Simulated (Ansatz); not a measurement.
# KCl: energy against volume in PBE, exact exchange and the RPA

How do exact exchange and RPA correlation set the lattice of KCl (CsCl type)? The cell is scaled at fixed shape. This is a trial cell built on a prototype, not taken from a measured structure, and it needn't be the compound's ground state.

Program: Ansatz 0.2.0. PBE orbitals, norm-conserving pseudopotentials, plane waves. Computed, not measured; no magnetism was allowed, and the structure may never have been made.

**1. The structure to begin with**

The cell was relaxed beforehand with r2SCAN; volume changes: +0 %, -5 %, +5 %, -10 %, +10 %.

Space group Pm-3m (No. 221), cubic; conventional cell a = 3.771 Å, 26.82 Å³ an atom. Near K stand 8 Cl at 3.27 Å; near Cl stand 8 K at 3.27 Å.

Structure file:

```xyz
2
Lattice="3.7712 0.0000 0.0000 0.0000 3.7712 0.0000 0.0000 0.0000 3.7712" Properties=species:S:1:pos:R:3 pbc="T T T"
K     0.0000    0.0000    0.0000
Cl    1.8856    1.8856    1.8856
```

**2. The unscaled cell**

File input.yaml:

```yaml
crystal:
  lattice:
    - [3.7711682932, 0.0, 0.0]
    - [0.0, 3.7711682932, 0.0]
    - [0.0, 0.0, 3.7711682932]
  atoms:
    - { symbol: K, position: [0.0, 0.0, 0.0] }
    - { symbol: Cl, position: [0.5, 0.5, 0.5] }
kpoints:
  mp_grid: { grid: [4, 4, 4] }
hamiltonian:
  xc: pbe
  pseudopotentials: { kind: nc }
scf:
  occupations: { method: fixed }
output:
  rpa_energy:
    ecut_chi_ladder: [126, 141, 156, 173, 190]
    long_wavelength: optical_limit
  write_density: true
  write_potential: true
  elf: true
  volumetric_format: npy
basis:
  ecutwfc: 850.0
```

The runs that follow: Volume -5 %; Volume +5 %; Volume -10 %; Volume +10 %.

**Question.** What will these runs give?

As calculated:

Energies in meV/atom from the unscaled cell:

```csv
volume (Å³/atom),PBE,exact exchange,EXX+RPA,RPA correlation
24.135,42.2,86.3,18.7,-67.5
25.475,14.5,34.6,2.4,-32.1
26.816,0.0,0.0,0.0,0.0
28.157,-4.5,-21.4,14.3,35.7
29.498,-1.4,-32.6,21.6,54.3
```

| energy | V₀ (Å³/atom) | B₀ (GPa) | B₀′ |
| --- | --- | --- | --- |
| PBE | 28.222 | 19 | 4.8 |
| exact exchange | 30.880* | 16 | 4.9 |

Birch–Murnaghan fits. A star marks a minimum outside the computed volumes.

What this shows: RPA correlation grows stronger on compression, so it pulls the cell in against exact exchange alone. The log puts the extrapolation error of each correlation energy at up to 57 meV/atom, against 22 meV/atom for the whole EXX+RPA curve; part of it cancels between volumes. The 4×4×4 mesh and the pseudopotentials limit these values, and the core-valence term stays semilocal.
